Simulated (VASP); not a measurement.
**KCl in VASP: one cell, several levels of theory**

KCl (CsCl type), under -3.3 % equal strain in all directions is computed at one geometry. Runs: PBE, r2SCAN. This is a trial cell built on a prototype, not taken from a measured structure, and it needn't be the compound's ground state.

The runs shown are made with VASP 6.6.1. PAW datasets, plane waves. All values are calculated for a non-magnetic cell, which may be hypothetical.

## (1) The structure to begin with

The cell comes from an earlier relaxation with r2SCAN in another program.

Space group Pm-3m (No. 221), cubic; a = 3.646 Å in the conventional setting, 24.23 Å³ an atom. Near K stand 8 Cl at 3.16 Å; near Cl stand 8 K at 3.16 Å.

Coordinates:

```cif
data_structure
_symmetry_space_group_name_H-M 'Pm-3m'
_symmetry_Int_Tables_number 221
_cell_length_a 3.6456
_cell_length_b 3.6456
_cell_length_c 3.6456
_cell_angle_alpha 90.000
_cell_angle_beta 90.000
_cell_angle_gamma 90.000
_cell_volume 48.45
loop_
_atom_site_label
_atom_site_type_symbol
_atom_site_symmetry_multiplicity
_atom_site_Wyckoff_symbol
_atom_site_fract_x
_atom_site_fract_y
_atom_site_fract_z
_atom_site_occupancy
K1 K 1 a 0.00000 0.00000 0.00000 1
Cl1 Cl 1 b 0.50000 0.50000 0.50000 1
```

## (2) PBE

Input file INCAR:

```
ENCUT = 520.000000
SIGMA = 0.020000
EDIFF = 1.00e-07
GGA = PE
PREC = Accurate
IBRION = -1
ISIF = 2
ISMEAR = -1
NBANDS = 15
NELM = 120
NSW = 0
LASPH = .TRUE.
LCHARG = .TRUE.
LELF = .TRUE.
LWAVE = .FALSE.
LREAL = .FALSE.
```

Input file KPOINTS:

```
KPOINTS created by Atomic Simulation Environment
0
Gamma
8 8 8
0 0 0
```

Input file KPOINTS_OPT:

```
special points
4
Reciprocal
0.0000000000 0.0000000000 0.0000000000 1
0.0000000000 0.5000000000 0.0000000000 1
0.5000000000 0.5000000000 0.0000000000 1
0.5000000000 0.5000000000 0.5000000000 1
```

Input file POSCAR:

```
K  Cl
 1.0000000000000000
     3.6455887835000000    0.0000000000000000    0.0000000000000000
     0.0000000000000000    3.6455887835000000    0.0000000000000000
     0.0000000000000000    0.0000000000000000    3.6455887835000000
 K   Cl
   1   1
Cartesian
  0.0000000000000000  0.0000000000000000  0.0000000000000000
  1.8227943917500000  1.8227943917500000  1.8227943917500000
```

The run uses the recommended PBE PAW datasets (16 valence electrons a neutral cell).

Command:

```sh
> mpirun -np 1 vasp_std
```

## (3) Single point with r2SCAN

Input file INCAR:

```
ENCUT = 520.000000
SIGMA = 0.010000
EDIFF = 1.00e-07
ALGO = Normal
METAGGA = R2SCAN
PREC = Accurate
IBRION = -1
ISIF = 2
ISMEAR = 0
NBANDS = 15
NELM = 120
NSW = 0
LASPH = .TRUE.
LCHARG = .FALSE.
LWAVE = .FALSE.
LREAL = .FALSE.
```

KPOINTS is that of step 2.

KPOINTS_OPT is that of step 2.

POSCAR is that of step 2.

Before running it: what results should come out? Wanted: for each run, gap; pressure.

As calculated:

| level | gap (eV) | pressure (GPa) |
| --- | --- | --- |
| PBE | 5.53 | 4.17 |
| r2SCAN | 6.35 | 2.95 |

What this shows: The gap spans 5.53 eV (PBE) to 6.35 eV (r2SCAN). The pressure is highest with PBE (4.2 GPa) and lowest with r2SCAN (3.0 GPa), which orders the cells that they would relax to.
